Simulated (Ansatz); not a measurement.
AlNi₃ (space group Pm-3m) relaxed with several functionals in Ansatz (plane waves to 420 eV, scalar-relativistic PAW, no spin-orbit coupling, symmetry kept). The database cell has 10.93 Å³/atom; its temperature or method isn't stated, so the comparison with it is no error of the functional. Collinear spin.

| functional | conventional cell | V (Å³/atom) | against the database cell (%) | gap on mesh (eV) | largest moment (μB) |
| --- | --- | --- | --- | --- | --- |
| PBE | a = 3.567 Å, b = 3.567 Å, c = 3.567 Å, α = 90.00°, β = 90.00°, γ = 90.00° | 11.34 | 3.8 | 0.00 | 0.28 |
| PBEsol | a = 3.519 Å, b = 3.519 Å, c = 3.519 Å, α = 90.00°, β = 90.00°, γ = 90.00° | 10.90 | -0.3 | 0.00 | 0.25 |
| PBE+D3(BJ) | a = 3.524 Å, b = 3.524 Å, c = 3.524 Å, α = 90.00°, β = 90.00°, γ = 90.00° | 10.94 | 0.1 | 0.00 | 0.27 |